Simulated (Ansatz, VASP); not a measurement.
# Na: VASP beside Ansatz

```
Na
1.0
    -2.11218    2.11218    2.11218
     2.11218   -2.11218    2.11218
     2.11218    2.11218   -2.11218
Na
1
Direct
  0.00000 0.00000 0.00000
```

Alike in both runs: task single point; functional PBE; k mesh 6 × 6 × 6; occupations gaussian, width 0.05 eV; no spin polarisation.

```csv
,VASP,Ansatz
version,VASP 6.6.1,Ansatz 0.2.0
potentials or method,"VASP PAW PBE potentials, release 64 (Na_pv)","scalar-relativistic, plane waves, PAW"
plane-wave cutoff (eV),520,420
valence electrons in the cell,7,9
```

|  | VASP | Ansatz | Ansatz less VASP |
| --- | --- | --- | --- |
| gap on the k mesh at the Fermi level (eV) | none | none | - |
| pressure (GPa) | -0.1 | 0.0 | +0.10 |

A gap of «none» marks a metal or a gap that the smearing closes. The functional is the same, so the differences come from potentials, cutoffs and numerics. The two sets of potentials don't hold the same shells in valence.
